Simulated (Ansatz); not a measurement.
# InP (F-43m) in Ansatz: notebook

One crystal, InP, is run at these levels: LDA; tasks: single point, equation of state.

Program: Ansatz 0.2.0. These are calculated values, not measurements. Logs are shortened: lines on timing, memory, paths and dates and some standing lists are left out, and cuts for length are marked.

**Measured values to compare with.**

A printed reference work, data compilation reports, for a bulk crystal of InP: bulk modulus 71 GPa.

The results are compared with them further down.

## Step 1: The structure

Symmetry: F-43m, No. 216, cubic system. The conventional cell has a = 5.861 Å, b = 5.861 Å, c = 5.861 Å, α = 90.00°, β = 90.00°, γ = 90.00°. In (site symmetry -43m) has 4 P at 2.54 Å as nearest neighbours. Around P (site symmetry -43m) lie 4 In at 2.54 Å.

## Step 2: Single point, LDA, 23.66 Å³/atom (volume scaled by 0.94)

Contents of input.yaml:

```yaml
crystal:
  lattice:
    - [0.0, 2.8706770916, 2.8706770916]
    - [2.8706770916, 0.0, 2.8706770916]
    - [2.8706770916, 2.8706770916, 0.0]
  atoms:
    - { symbol: In, position: [0.0, 0.0, 0.0] }
    - { symbol: P, position: [0.75, 0.75, 0.75] }
kpoints:
  mp_grid: { grid: [8, 8, 8] }
scf:
  occupations: { method: fermi_dirac, width: 0.05 }
hamiltonian:
  xc: lda
  pseudopotentials: { kind: all_electron, lapw: { basis_error: 0.001 } }
output:
  forces: true
  stress: true
  eigenvalues: true
```

Potentials or basis: all-electron LAPW, scalar-relativistic.

Started as:

```console
ansatz run input.yaml --threads 1 --pin off --max-ram 3072MiB --backend cpu --events-out ev --progress --plain --runs-dir out
```

What it wrote:

```text
Warning: RAYON_NUM_THREADS=1 ignored (pool sized by the plan → 1); use --threads N
LAPW: plane waves up to 8.244 Å⁻¹, error target 1.0e-3 eV per atom; small_component_spin mean_spin; P in spheres of 1.086 Å, 13 of its electrons in bands, Dirac shells []; In in spheres of 1.400 Å, 21 of its electrons in bands, Dirac shells [] (how accurate: hamiltonian.pseudopotentials.lapw.basis_error, Limitations)
Engine: ansatz 0.2.0, aarch64-unknown-linux-gnu
Pseudopotentials: kind: all_electron
Pseudopotential: In, LAPW, valence charge 21, lapw/all_electron/scalar/gaussian/In, Koelling and Harmon's equation, gaussian nucleus
Pseudopotential: P, LAPW, valence charge 13, lapw/all_electron/scalar/gaussian/P, Koelling and Harmon's equation, gaussian nucleus
Functional definition: SPW92
  exchange = slater_x
  correlation = pw_c
Crystal: 2 atoms, lattice volume = 47.313 Å³
Basis set: ecut = 258.93584528477436 eV, 459 PW (Γ), exchange–correlation at level 2
Bands: 21, of which v1, the nominal top of the filled ones, is band 17 counted from 1 (16 counted from 0)
Symmetry: 24 space group operations
Space group: F-43m (ITA 216), of the structure as read, at distance tolerance 3.6e-5 Å
k-points: 29 of 512 (time reversal used)
Non-local potential: In, projectors of the file, none
Non-local potential: P, projectors of the file, none
Initial density: superposition of atomic densities (chi_scale 0.1, normalization cell, long waves kept (reshape's long-wave potential 0.00 eV rms))
Initial wavefunctions: plane waves of lowest kinetic energy (no species holds an atomic orbital)
Functional: x = slater, c = lda
iter 1 solved again at ethr=3.44e-3 eV; its pass at ethr=1.00e-1 eV (dr2=1.17e0 eV) is discarded
SCF iter   1: F=—  HF=-169185.649573 eV  |F-HF|=—  |Δ(HF+E_count)|=         —  Δρ=3.76e-2  dr2=1.17e0  ethr=3.44e-3  ⟨swp⟩=2.0  Hψ=4153  notcnv=0
preconditioner: auto → none  [insulator: Δε(μ)=1.258 eV  Ē_g=14.449 eV  σ=0.050 eV  W_gap=1.00  n_scr=14 (ndim 8)  ℏωp=22.9 eV  f_vac=0.022  D(μ)=0.00/eV (n_scr^D=0)  ε∞_Penn≈3.5]
iter 2 solved again at ethr=1.90e-4 eV; its pass at ethr=3.44e-3 eV (dr2=6.45e-2 eV) is discarded
SCF iter   2: F=—  HF=-169185.235203 eV  |F-HF|=—  |Δ(HF+E_count)|=   4.14e-1  Δρ=1.25e-2  dr2=6.45e-2  ethr=1.90e-4  ⟨swp⟩=2.0  Hψ=3203  notcnv=0
SCF iter   3: F=—  HF=-169185.199596 eV  |F-HF|=—  |Δ(HF+E_count)|=   3.56e-2  Δρ=5.90e-3  dr2=1.30e-2  ethr=1.90e-4  ⟨swp⟩=2.0  Hψ=1797  notcnv=0
SCF iter   4: F=—  HF=-169185.195696 eV  |F-HF|=—  |Δ(HF+E_count)|=         —  Δρ=1.31e-3  dr2=8.00e-4  ethr=3.81e-5  ⟨swp⟩=2.0  Hψ=1681  notcnv=0
the basis was enlarged: its passes take 142.5 KiB over the memory plan, 1 of 1 planned eigensolver slots
SCF iter   5: F=—  HF=-169185.195092 eV  |F-HF|=—  |Δ(HF+E_count)|=   6.05e-4  Δρ=1.61e-4  dr2=7.63e-6  ethr=2.35e-6  ⟨swp⟩=2.0  Hψ=1682  notcnv=0
SCF iter   6: F=—  HF=-169185.195091 eV  |F-HF|=—  |Δ(HF+E_count)|=   1.26e-6  Δρ=2.32e-5  dr2=1.64e-7  ethr=2.24e-8  ⟨swp⟩=2.9  Hψ=1711  notcnv=0
SCF iter   7: F=-169185.195091 eV  HF=-169185.195091 eV  |F-HF|=3.49e-10  |Δ(HF+E_count)|=   8.05e-8  Δρ=1.84e-6  dr2=1.04e-9  ethr=4.83e-10  ⟨swp⟩=2.6  Hψ=1709  notcnv=0
SCF 1 converged in 7 iterations: F = -169185.195091 eV  dr2 = 1.04e-9
SCF converged after 7 iterations
Free energy (F): -169185.195091 eV
Harris-Foulkes:  -169185.195091 eV  (|F-HF|=3.49e-10)
Internal energy: -169185.195089 eV  (E = F + TS)
E sigma→0 (E₀):  -169185.195090 eV
Entropy (-TS):   -0.000002 eV (-0.001 meV/atom)
Fermi energy:    10.238028 eV
--- Per-component energies (eV) ---
  E_band       = -1559.715550
  E_kinetic    = 177101.994068
  E_xc         = -4812.741611
  E_electrostatic = -341474.447546  (all electrons and nuclei)
  E_smearing   = -0.000002  (= −TS)
  E_closure    = 0.000000  (closes the sum)
  E_atoms      = -169175.566580  (free atoms, spherical and without spin; not in F)
  Σ components = -169185.195091   (vs F -169185.195091, Δ=0.00e0)
  Basis errors (estimates in eV, not in F): energy 4.3e-4 per atom: plane waves 4.0e-4 (2.3e-4 summed), levels above the bands 5.5e-58, relativity 4.1e-9, radial functions 2.7e-5, core shells 1.4e-7; eigenvalues (radial functions only) 1.3e-6; not estimated: angular momenta, meshes, grids; target (lapw.basis_error) 1.0e-3; muffin-tin radii P 1.086 Å, In 1.400 Å
--- Forces (eV/Å), atoms counted from 1 ---
  atom   1  In     0.00000000    -0.00000000     0.00000000
  atom   2  P     -0.00000000     0.00000000     0.00000000
  max |Σ_I F_I| component: 4.63e-17 eV/Å
--- Stress (GPa, compression-positive) ---
        3.494360       0.000000      -0.000000
        0.000000       3.494360       0.000000
       -0.000000       0.000000       3.494360
  P = ⅓ Tr σ = 3.4944 GPa (34.944 kbar)
--- Band table (eV; the first three rows and the last of 29) ---
  k-point 0: bands = ["-156.9665", "-108.3071", "-108.3071", "-108.3071", "-104.9355", "-63.5381", "-63.5381", "-63.5381", "-4.5218", "-4.5218", "-4.5218", "-4.3322", "-4.3322", "-2.2027", "9.8014", "9.8014", "9.8014", "10.6152", "13.7499", "13.7499", "13.7499"]
  k-point 1: bands = ["-156.9665", "-108.3071", "-108.3071", "-108.3071", "-104.9355", "-63.5381", "-63.5381", "-63.5381", "-4.5472", "-4.5124", "-4.5124", "-4.3322", "-4.3322", "-2.0036", "8.1948", "9.5885", "9.5885", "11.5195", "13.9531", "14.0543", "14.0543"]
  k-point 2: bands = ["-156.9665", "-108.3071", "-108.3071", "-108.3071", "-104.9355", "-63.5382", "-63.5381", "-63.5381", "-4.6036", "-4.4927", "-4.4927", "-4.3292", "-4.3292", "-1.4463", "6.1518", "9.1722", "9.1722", "11.5786", "14.5051", "14.5051", "15.1333"]
  k-point 28: bands = ["-156.9665", "-108.3071", "-108.3071", "-108.3071", "-104.9355", "-63.5383", "-63.5383", "-63.5382", "-4.7106", "-4.4472", "-4.4027", "-4.3597", "-4.3140", "0.6190", "3.8074", "6.5277", "6.5336", "13.9844", "14.3105", "15.3543", "15.8400"]
```

Wall time 19 s (1 thread of Arm Neoverse N1, shared host); peak memory 0.26 GiB.

Results:

```yaml
Free_energy: -169185.1951 eV
Pressure: 3.5 GPa
Band_gap_on_the_k_mesh: 0.81 eV, direct
```

Caveat: spin-orbit coupling is left out, which moves the levels of the heavy elements.

## Step 3: Single point, LDA, 24.16 Å³/atom (volume scaled by 0.96)

Edit input.yaml of step 2 so:

```diff
@@ -2,5 +2,5 @@
   lattice:
-    - [0.0, 2.8706770916, 2.8706770916]
-    - [2.8706770916, 0.0, 2.8706770916]
-    - [2.8706770916, 2.8706770916, 0.0]
+    - [0.0, 2.8908937935, 2.8908937935]
+    - [2.8908937935, 0.0, 2.8908937935]
+    - [2.8908937935, 2.8908937935, 0.0]
   atoms:
```

Potentials or basis: all-electron LAPW, scalar-relativistic.

Started as:

```console
ansatz run input.yaml --threads 1 --pin off --max-ram 3072MiB --backend cpu --events-out ev --progress --plain --runs-dir out
```

Run time: 18 s. Hardware: 1 thread of Arm Neoverse N1, shared host; peak memory 0.26 GiB.

Results (log left out):

| Property | Result |
| --- | --- |
| Free energy | -169185.2115 eV |
| Pressure | 1.7 GPa |
| Band gap on the k mesh | 0.70 eV, direct |

Caveat: spin-orbit coupling is left out, which moves the levels of the heavy elements.

## Step 4: Single point, LDA, 24.66 Å³/atom (volume scaled by 0.98)

Edit input.yaml of step 3 so:

```diff
@@ -2,5 +2,5 @@
   lattice:
-    - [0.0, 2.8908937935, 2.8908937935]
-    - [2.8908937935, 0.0, 2.8908937935]
-    - [2.8908937935, 2.8908937935, 0.0]
+    - [0.0, 2.9108316221, 2.9108316221]
+    - [2.9108316221, 0.0, 2.9108316221]
+    - [2.9108316221, 2.9108316221, 0.0]
   atoms:
```

Started as:

```console
ansatz run input.yaml --threads 1 --pin off --max-ram 3072MiB --backend cpu --events-out ev --progress --plain --runs-dir out
```

Run time: 18 s. Hardware: 1 thread of Arm Neoverse N1, shared host; peak memory 0.26 GiB.

The run converged. Its results:

- Free energy: -169185.2174 eV
- Pressure: 0.2 GPa
- Band gap on the k mesh: 0.59 eV, direct

Caveat: spin-orbit coupling is left out, which moves the levels of the heavy elements.

## Step 5: Single point, LDA, 25.17 Å³/atom

Edit input.yaml of step 4 so:

```diff
@@ -2,5 +2,5 @@
   lattice:
-    - [0.0, 2.9108316221, 2.9108316221]
-    - [2.9108316221, 0.0, 2.9108316221]
-    - [2.9108316221, 2.9108316221, 0.0]
+    - [0.0, 2.9305, 2.9305]
+    - [2.9305, 0.0, 2.9305]
+    - [2.9305, 2.9305, 0.0]
   atoms:
```

Started as:

```console
ansatz run input.yaml --threads 1 --pin off --max-ram 3072MiB --backend cpu --events-out ev --progress --plain --runs-dir out
```

Run time: 18 s. Hardware: 1 thread of Arm Neoverse N1, shared host; peak memory 0.26 GiB.

It converged, with:

```yaml
Free_energy: -169185.2141 eV
Pressure: -1.2 GPa
Band_gap_on_the_k_mesh: 0.48 eV, direct
```

Caveat: spin-orbit coupling is left out, which moves the levels of the heavy elements.

## Step 6: Single point, LDA, 25.67 Å³/atom (volume scaled by 1.02)

Edit input.yaml of step 5 so:

```diff
@@ -2,5 +2,5 @@
   lattice:
-    - [0.0, 2.9305, 2.9305]
-    - [2.9305, 0.0, 2.9305]
-    - [2.9305, 2.9305, 0.0]
+    - [0.0, 2.9499078504, 2.9499078504]
+    - [2.9499078504, 0.0, 2.9499078504]
+    - [2.9499078504, 2.9499078504, 0.0]
   atoms:
```

Potentials or basis: all-electron LAPW, scalar-relativistic.

Started as:

```console
ansatz run input.yaml --threads 1 --pin off --max-ram 3072MiB --backend cpu --events-out ev --progress --plain --runs-dir out
```

Wall time 18 s (1 thread of Arm Neoverse N1, shared host); peak memory 0.26 GiB.

It converged, with:

```
Free energy            : -169185.2026 eV
Pressure               : -2.4 GPa
Band gap on the k mesh : 0.37 eV, direct
```

Caveat: spin-orbit coupling is left out, which moves the levels of the heavy elements.

## Step 7: Single point, LDA, 26.17 Å³/atom (volume scaled by 1.04)

Edit input.yaml of step 6 so:

```diff
@@ -2,5 +2,5 @@
   lattice:
-    - [0.0, 2.9499078504, 2.9499078504]
-    - [2.9499078504, 0.0, 2.9499078504]
-    - [2.9499078504, 2.9499078504, 0.0]
+    - [0.0, 2.9690636329, 2.9690636329]
+    - [2.9690636329, 0.0, 2.9690636329]
+    - [2.9690636329, 2.9690636329, 0.0]
   atoms:
```

Started as:

```console
ansatz run input.yaml --threads 1 --pin off --max-ram 3072MiB --backend cpu --events-out ev --progress --plain --runs-dir out
```

Run time: 17 s. Hardware: 1 thread of Arm Neoverse N1, shared host; peak memory 0.26 GiB.

Results (log left out):

| Quantity | Value |
| --- | --- |
| Free energy | -169185.1837 eV |
| Pressure | -3.5 GPa |
| Band gap on the k mesh | 0.27 eV, direct |

Caveat: spin-orbit coupling is left out, which moves the levels of the heavy elements.

## Step 8: Single point, LDA, 26.68 Å³/atom (volume scaled by 1.06)

Edit input.yaml of step 7 so:

```diff
@@ -2,5 +2,5 @@
   lattice:
-    - [0.0, 2.9690636329, 2.9690636329]
-    - [2.9690636329, 0.0, 2.9690636329]
-    - [2.9690636329, 2.9690636329, 0.0]
+    - [0.0, 2.9879753761, 2.9879753761]
+    - [2.9879753761, 0.0, 2.9879753761]
+    - [2.9879753761, 2.9879753761, 0.0]
   atoms:
```

Started as:

```console
ansatz run input.yaml --threads 1 --pin off --max-ram 3072MiB --backend cpu --events-out ev --progress --plain --runs-dir out
```

It took 18 s on 1 thread of Arm Neoverse N1, shared host; peak memory 0.26 GiB.

The run converged. Its results:

| Item | Value |
| --- | --- |
| Free energy | -169185.1584 eV |
| Pressure | -4.5 GPa |
| Band gap on the k mesh | 0.16 eV, direct |

Caveat: spin-orbit coupling is left out, which moves the levels of the heavy elements.

## Step 9: Equation of state, LDA

Potentials or basis: all-electron LAPW, scalar-relativistic.

This step only gathers the single runs of the series.

What came out:

```
Equilibrium volume                      : 24.73 Å³/atom
Bulk modulus                            : 71 GPa
Pressure derivative of the bulk modulus : 4.8
```

Energy against volume, from the lowest point:
| volume (Å³/atom) | energy (meV/atom) |
| --- | --- |
| 23.657 | 11.16 |
| 24.160 | 2.98 |
| 24.663 | 0.00 |
| 25.167 | 1.65 |
| 25.670 | 7.41 |
| 26.173 | 16.85 |
| 26.677 | 29.52 |

## Step 10: How close it comes

Step 9. Measured bulk modulus of InP: 71 GPa (a printed reference work, data compilation). This calculation gives 71 GPa (+0.4 %). The fit is for a static lattice scaled at fixed shape and fixed fractional positions.
